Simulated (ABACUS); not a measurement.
Wanted: an ASE script for an ABACUS 3.10.1 run.

```yaml
Task: single point
Functional: PBE
Potentials_or_basis: PseudoDojo NC SR 0.5 PBE stringent
Cutoff: 1687 eV
Density_cutoff: 6748 eV
Basis: plane waves
k_mesh: 8 × 8 × 7
Occupations: fermi-dirac, width 0.05 eV
Spin: no spin polarisation
Radial_cutoff_of_the_potentials_pseudo_rcut: 7 bohr
SCF_threshold_on_the_density: 1e-08
Max_SCF_steps: 100
Eigensolver: dav
Mixing: broyden
Mixing_share: 0.7
Symmetry_key: 1
Bands: 15
```

The structure of Ge lies in Ge.cif:

```cif
data_Ge
_cell_length_a 2.79429800
_cell_length_b 5.20103200
_cell_length_c 2.69823100
_cell_angle_alpha 90.00000000
_cell_angle_beta 90.00000000
_cell_angle_gamma 90.00000000
_space_group_name_H-M_alt 'Cmmm'
_space_group_name_Hall '-C 2 2'
_space_group_IT_number 65
loop_
_space_group_symop_operation_xyz
'x,y,z'
'-x,-y,-z'
'-x,-y,z'
'x,y,-z'
'x,-y,-z'
'-x,y,z'
'-x,y,-z'
'x,-y,z'
'x+1/2,y+1/2,z'
'-x+1/2,-y+1/2,-z'
'-x+1/2,-y+1/2,z'
'x+1/2,y+1/2,-z'
'x+1/2,-y+1/2,-z'
'-x+1/2,y+1/2,z'
'-x+1/2,y+1/2,-z'
'x+1/2,-y+1/2,z'
loop_
_atom_site_label
_atom_site_type_symbol
_atom_site_symmetry_multiplicity
_atom_site_Wyckoff_symbol
_atom_site_fract_x
_atom_site_fract_y
_atom_site_fract_z
_atom_site_occupancy
Ge1 Ge 2 b 0.5000000000 0.0000000000 0.0000000000 1
```

This isn't the form of Ge at room conditions, which is diamond.

These files were run (other wordings do the same):

run_abacus.py

```python
"""ABACUS run from a structure file: ASE reads it, the script writes STRU, KPT and INPUT."""
import re
import subprocess
import spglib
from ase import Atoms
from ase.io import read
from ase.units import Bohr

atoms = read("Ge.cif")
cell, frac, numbers = spglib.standardize_cell((atoms.cell[:], atoms.get_scaled_positions(), atoms.numbers), to_primitive=True, symprec=1e-4)
atoms = Atoms(numbers=numbers, cell=cell, scaled_positions=frac, pbc=True)  # the primitive cell
atoms = atoms[(-atoms.numbers).argsort(kind="stable")]  # ABACUS lists atoms element by element
pseudo = {'Ge': 'Ge.upf'}
orbital = {}
magmoms = None
kmesh = [8, 8, 7]
params = {
    'suffix': 'Ge',
    'calculation': 'scf',
    'basis_type': 'pw',
    'pseudo_dir': './',
    'symmetry': 1,
    'dft_functional': 'pbe',
    'ecutwfc': 124,
    'pseudo_rcut': 7,
    'nspin': 1,
    'nbands': 15,
    'ks_solver': 'dav',
    'smearing_method': 'fd',
    'smearing_sigma': 0.00367493,
    'scf_thr': 1e-08,
    'scf_nmax': 100,
    'mixing_type': 'broyden',
    'mixing_beta': 0.7,
    'cal_force': 1,
    'cal_stress': 1,
    'out_chg': 1,
    'out_pot': 2,
    'out_elf': 1,
}

symbols = atoms.get_chemical_symbols()
elements = list(dict.fromkeys(symbols))
lines = ["ATOMIC_SPECIES"] + [f"{e} {atoms.get_masses()[symbols.index(e)]:.4f} {pseudo[e]}" for e in elements]
if orbital:
    lines += ["", "NUMERICAL_ORBITAL"] + [orbital[e] for e in elements]
lines += ["", "LATTICE_CONSTANT", f"{1 / Bohr:.10f}", "", "LATTICE_VECTORS"]
lines += [" ".join(f"{x:.10f}" for x in v) for v in atoms.cell]
lines += ["", "ATOMIC_POSITIONS", "Direct"]
for e in elements:
    lines += ["", e, "0.0", str(symbols.count(e))]
    for i, p in enumerate(atoms.get_scaled_positions(wrap=False)):
        if symbols[i] == e:
            mag = "" if magmoms is None else " mag " + " ".join(str(x) for x in (magmoms[i] if isinstance(magmoms[i], list) else [magmoms[i]]))
            lines.append(" ".join(f"{x:.10f}" for x in p) + " 1 1 1" + mag)
open("STRU", "w").write("\n".join(lines) + "\n")
open("KPT", "w").write("K_POINTS\n0\nGamma\n%d %d %d 0 0 0\n" % tuple(kmesh))
open("INPUT", "w").write("INPUT_PARAMETERS\n" + "".join(f"{k:<20s}{v}\n" for k, v in params.items()))

done = subprocess.run(['mpirun', '-np', '4', 'abacus'])
if done.returncode:
    raise SystemExit(done.returncode)
log = open("OUT.Ge/running_scf.log").read()
print("final energy (eV):", re.findall(r"FINAL_ETOT_IS (\S+)", log))
```

Potentials or basis: PseudoDojo NC SR 0.5 PBE stringent, plane waves.

The run is started by

```console
$ OMP_NUM_THREADS=1 python run_abacus.py > log
```

Results of the run:

```yaml
Pressure: -0.6 GPa
Band_gap_on_the_k_mesh: none (metal or under the smearing width)
```

Run time: 16 s on 4 MPI ranks on Intel(R) Xeon(R) Platinum 8488C (Sapphire Rapids) (shared host), peak memory 0.36 GiB a rank.
